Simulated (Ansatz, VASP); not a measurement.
WC in VASP and in Ansatz

```
W C
1.0
     0.00000    2.19268    2.19268
     2.19268    0.00000    2.19268
     2.19268    2.19268    0.00000
W C
1 1
Direct
  0.00000 0.00000 0.00000
  0.50000 0.50000 0.50000
```

Measurements of this composition are mostly on another form, of space group No. 187.

Alike in both runs: task single point; functional PBE; k mesh 10 × 10 × 10; occupations gaussian, width 0.011 eV; no spin polarisation.

|  | VASP | Ansatz |
| --- | --- | --- |
| version | VASP 6.6.1 | Ansatz 0.2.0 |
| potentials or method | VASP PAW PBE potentials, release 64 (W_sv, C) | Ansatz PAW |
| plane-wave cutoff (eV) | 520 | 420 |
| valence electrons in the cell | 18 | 18 |

VASP gave:

| Quantity | Value |
| --- | --- |
| gap on the k mesh at the Fermi level (eV) | none |
| pressure (GPa) | -0.7 |

Problem. Estimate Ansatz's values.

Solution. gap on the k mesh at the Fermi level (eV): none; pressure (GPa): -1.5.

A gap of «none» marks a metal or a gap that the smearing closes. With one functional, cell and mesh, what is left measures potentials, basis and numerics.

Caveats: the pressure holds a Pulay correction of +0.3 GPa for the finite cutoff (Ansatz). Spin-orbit coupling is left out, which matters for the levels of W.
